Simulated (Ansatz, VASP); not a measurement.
## One calculation of B, two programs

```
B
1.0
     1.67690    0.00000    0.00000
    -0.83845    1.45224    0.00000
     0.00000    0.00000    3.58089
B
1
Direct
  0.00000 0.00000 0.00000
```

Change from the starting cell: strain -0.015 along x and y, -0.015 along z, atoms carried along.

Alike in both runs: task single point; functional PBEsol; k mesh 33 × 33 × 14; occupations gaussian, width 0.15 eV; no spin polarisation.

|  | VASP | Ansatz |
| --- | --- | --- |
| version | VASP 6.6.1 | Ansatz 0.2.0 |
| potentials or method | VASP PAW PBE potentials, release 64 (B) | scalar-relativistic, plane waves, PAW |
| plane-wave cutoff (eV) | 520 | 420 |
| valence electrons in the cell | 3 | 3 |

|  | VASP | Ansatz | Ansatz less VASP |
| --- | --- | --- | --- |
| gap on the k mesh at the Fermi level (eV) | none | none | - |
| pressure (GPa) | 11.1 | 10.9 | -0.24 |
| largest component of the traceless stress (GPa) | 11.56 | 11.22 | -0.337 |

A gap of «none» marks a metal or a gap that the smearing closes.

Caveats: the PAW data sets were made with another functional, which shifts forces and pressure a little (VASP).
